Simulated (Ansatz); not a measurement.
BAs: single point with HSE06 form with a typed share of exact exchange

BAs:

```
CELL_PARAMETERS angstrom
2.95701 0.00000 0.00000
0.00000 2.95701 0.00000
0.00000 0.00000 2.95701
ATOMIC_POSITIONS crystal
B 0.50000 0.50000 0.50000
As 0.00000 0.00000 0.00000
```

The cell was built by a generator and needn't be a form met in nature.

| Item | Value |
| --- | --- |
| Program | Ansatz 0.2.0 |
| Task | single point |
| Functional | HSE06 form with a typed share of exact exchange |
| Potentials or basis | Ansatz PAW |
| Cutoff | 420 eV (not typed: the program's choice for these potentials) |
| k mesh | 5 × 5 × 5 |
| Occupations | fermi-dirac, width 0.05 eV |
| Spin | no spin polarisation |

- Pressure: -7.5 GPa
- Band gap on the k mesh: none (metal or under the smearing width)

Levels at points of the mesh, in eV from the Fermi level:
| k point | band 7 | band 8 | band 9 | band 10 | band 11 | band 12 |
| --- | --- | --- | --- | --- | --- | --- |
| (0.00, 0.00, 0.00) | -1.13 | -1.13 | -1.13 | -0.65 | 5.79 | 5.79 |

Wall time 12 s on 1 × NVIDIA H100 80GB HBM3 with 2 threads of AMD EPYC 7R13 Processor (Zen 3) (shared host), peak memory 1.5 GiB.

Caveat: the k mesh is coarse (spacing up to 0.42 Å⁻¹), so the values aren't converged, least of all with exact exchange; the PAW data sets come from PBE, with cores solved anew for the run's functional, which leaves a small shift of forces and pressure; the thresholds are loose for stress.
